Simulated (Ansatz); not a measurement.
Runs of Ansatz 0.2.0 on CsPbCl3. It takes space group Pm-3m (No. 221, cubic). The conventional cell has a = 5.605 Å, b = 5.605 Å, c = 5.605 Å, α = 90.00°, β = 90.00°, γ = 90.00°. Around Pb (site symmetry m-3m) lie 6 Cl at 2.80 Å. Cs (site symmetry m-3m) has 12 Cl at 3.96 Å as nearest neighbours. Cl (site symmetry 4/mmm) has 2 Pb at 2.80 Å as nearest neighbours. 

```tsv
task	level	potentials or basis	cell	k mesh	cutoff (eV)	points for each segment of the path	gap on the mesh (eV)	pressure (GPa)	relaxed volume (Å³/atom)
relaxation of cell and atoms	PBEsol+D4	Ansatz PAW	relaxed	5 × 5 × 5	420	-	2.83	0.0	(b)
band structure	PBE	PseudoDojo standard (PBE files)	as given	5 × 5 × 5	850	14	-	1.7	-
relaxation of cell and atoms	BLYP+D4	Ansatz PAW	relaxed	5 × 5 × 5	420	-	3.14	0.0	37.67
single point	PBE	Ansatz PAW	as given	9 × 9 × 9	420	-	(a)	1.8	-
```

Alike in all rows: no spin polarisation; smearing fermi-dirac 0.05 eV.

Problem. Fill in the values left out.

Solution. (a) 2.29; (b) 34.78.

Caveats: odd divisions of the mesh miss points on the zone boundary, where band edges often lie, so the gap on the mesh can be too wide (some runs); spin-orbit coupling is left out, which as a rule narrows the gap of such compounds by several tenths of an eV (some runs); the plane-wave basis is chosen anew once the cell has moved, so the energies of steps on either side of that aren't comparable (some runs); the PAW data sets come from PBE, with cores solved anew for the run's functional, which leaves a small shift of forces and pressure (some runs); spin-orbit coupling is left out, which moves the levels of the heavy elements (some runs).

A k mesh can miss the band edges, and the runs leave out spin-orbit coupling on Cs, Pb.
